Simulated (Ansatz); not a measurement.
**Calculated with Ansatz: Te, settings compared**

Input:

```yaml
crystal:
  lattice:
    - [4.713017, 0.0, 0.0]
    - [-2.356509, 4.081594, 0.0]
    - [0.0, 0.0, 5.34962]
  atoms:
    - { symbol: Te, position: [0.2254, 0.0, 0.33333] }
    - { symbol: Te, position: [0.0, 0.2254, 0.66666] }
    - { symbol: Te, position: [0.7746, 0.7746, 0.0] }
  symmetry: { tolerance: 0.0003 }
kpoints:
  mp_grid: { grid: [5, 5, 4], shift: [0, 0, 0] }
magnetization:
  spin_polarized: false
scf:
  occupations: { method: fermi_dirac }
hamiltonian:
  pseudopotentials: { kind: paw }
  xc: pbe
basis:
  ecutwfc: 420
output:
  forces: true
  stress: true
  eigenvalues: true
```

Launch command:

```bash
ansatz run input.yaml --threads 1 --pin off --max-ram 2560MiB --backend cpu --events-out ev --progress --plain --runs-dir out
```

Origin of the cell: a known structure type with other elements, at an estimated volume, so it need not be a known compound.

The smearing width isn't typed, so it takes its default of 0.1 eV.

Output of this run (shortened):

```
Warning: the atoms were moved onto the symmetric positions of the space group found under crystal.symmetry.tolerance 3.0e-4 (fractional; no operation is sought that the atoms, as they stand i […]
Pseudopotentials: kind: paw
Pseudopotential: Te, paw, valence charge 16, recommended cutoff 420 eV (normal), Te.paw.azcp
Functional definition: PBE
  exchange = pbe_x(kappa = kappa, mu = beta*pi^2/3)
  correlation = pbe_c(beta = beta)
Crystal: 3 atoms, lattice volume = 102.909 Å³
Basis set: ecut = 420 eV, 2015 PW (Γ), exchange–correlation on 64×64×72 points (8 copies of the dense FFT grid, shifted against one another)
Bands: 29, of which v1, the nominal top of the filled ones, is band 24 counted from 1 (23 counted from 0)
Symmetry: 6 space group operations
Space group: P3121 (ITA 152), of the structure as read, at distance tolerance 1.4e-3 Å
k-points: 17 of 100 (time reversal used)
[… 2 lines left out …]
Initial density: superposition of atomic densities (neutral atoms: chi_scale 0, normalization atom), corrected by the library's trained network
Functional: x = pbe(κ = 0.804, μ = 0.219515), c = pbe(β = 0.066725)
SCF iter   1: F=—  HF=-20938.818261 eV  Δρ=1.21e-3  dr2=1.13e-3
SCF iter   2: F=—  HF=-20938.818526 eV  Δρ=8.37e-4  dr2=6.35e-4
SCF iter   3: F=—  HF=-20938.818808 eV  Δρ=4.42e-4  dr2=1.88e-4
SCF iter   4: F=—  HF=-20938.818983 eV  Δρ=1.12e-4  dr2=1.04e-5
SCF iter   5: F=—  HF=-20938.818949 eV  Δρ=5.21e-5  dr2=2.67e-6
SCF iter   6: F=—  HF=-20938.818948 eV  Δρ=1.33e-5  dr2=1.24e-7
SCF iter   7: F=-20938.818948 eV  HF=-20938.818948 eV  Δρ=3.43e-6  dr2=1.03e-8
SCF 1 converged in 7 iterations: F = -20938.818948 eV  dr2 = 1.03e-8
SCF converged after 7 iterations
Free energy (F): -20938.818948 eV
Harris-Foulkes:  -20938.818948 eV  (|F-HF|=8.16e-9)
Internal energy: -20938.817513 eV  (E = F + TS)
E sigma→0 (E₀):  -20938.818230 eV
Entropy (-TS):   -0.001435 eV (-0.478 meV/atom)
Fermi energy:    9.213331 eV
--- Per-component energies (eV) ---
  E_band       = -809.209962
  E_kinetic    = 548.092832
  E_local      = -4188.170944  (includes V_loc(G=0)·N_el)
  E_nonlocal   = -929.706212
  E_hartree    = 2607.730962
  E_xc         = -375.391518
  E_vxc        = -315.590777  (∫ρ·V_xc dr)
  E_paw        = -13986.915845  (= ΣΔE_a)
  E_vpaw       = -1139.290831  (= ΣTr[D̂ρ^β])
  E_aug_tail   = -0.000508  (compensation charges beyond the density's cutoff)
  E_ewald      = -4614.456280
  E_smearing   = -0.001435  (= −TS)
  Σ components = -20938.818948   (vs F -20938.818948, Δ=0.00e0)
--- Forces (eV/Å), atoms counted from 1 ---
  atom   1  Te     3.338781     0.000000     0.000000
  atom   2  Te    -1.669391     2.891469    -0.000000
  atom   3  Te    -1.669390    -2.891469     0.000000
  max |Σ_I F_I| component: 6.66e-16 eV/Å
--- Stress (GPa, compression-positive) ---
       10.280015       0.000000       0.000000
        0.000000      10.280015      -0.000000
        0.000000      -0.000000      18.728554
  P = ⅓ Tr σ = 13.0962 GPa (130.962 kbar)
```

The same input was run again with these changes:

1. `kpoints.mp_grid.grid` [5, 5, 4] → [2, 2, 1]; `magnetization` { spin_polarized: false } → { spin_polarized: true } (starts: ferro); typed moments: Te1 1, Te2 3, Te3 1
2. `hamiltonian.pseudopotentials` { kind: paw } → { kind: paw, source: jth }; `scf.occupations.method` fermi_dirac → tetrahedron
3. `basis.xc_grid` default → 2; `kpoints.mp_grid.grid` [5, 5, 4] → [8, 8, 6]; `scf.occupations.method` fermi_dirac → gaussian; `scf.occupations.width` default → 0.01
4. `scf.eigensolver.kind` default → davidson; `basis.precision` default → f64; `scf.occupations.method` fermi_dirac → methfessel_paxton; `scf.occupations.width` default → 0.1

| run | end | SCF iterations | P (GPa) | max force component (eV/Å) | gap on mesh (eV) | moment (μB) | ΔE(σ→0) (meV/atom) |
| --- | --- | --- | --- | --- | --- | --- | --- |
| base | converged | 7 | 13.10 | 3.339 | 0.86 | – | 0 |
| 1 | converged | 14 | 10.70 | 1.692 | 2.36 | 0.00 | -337.36 |
| 2 | converged | 6 | 13.71 | 3.577 | 0.84 | – | – |
| 3 | converged | 7 | 13.09 | 3.336 | 0.82 | – | -0.84 |
| 4 | converged | 6 | 13.10 | 3.337 | 0.86 | – | -0.16 |

Energies are compared only where functional, datasets, charge and starting cell are the same.

Not properties of the system: run 1 (too coarse or loose: `kpoints.mp_grid.grid` = [2, 2, 1]).

Caveats of the base run: no spin-orbit coupling, though heavy elements are present.

Run 1: a starting moment was lost.
Run 2: forces and stress under tetrahedra may miss the slope of the energy; the cutoff lies below the datasets' advice.

Time of the base run: 4.1 s on 1 thread of Arm Neoverse V2, with other jobs on the host, peak memory 0.35 GiB, from the program's own first density.
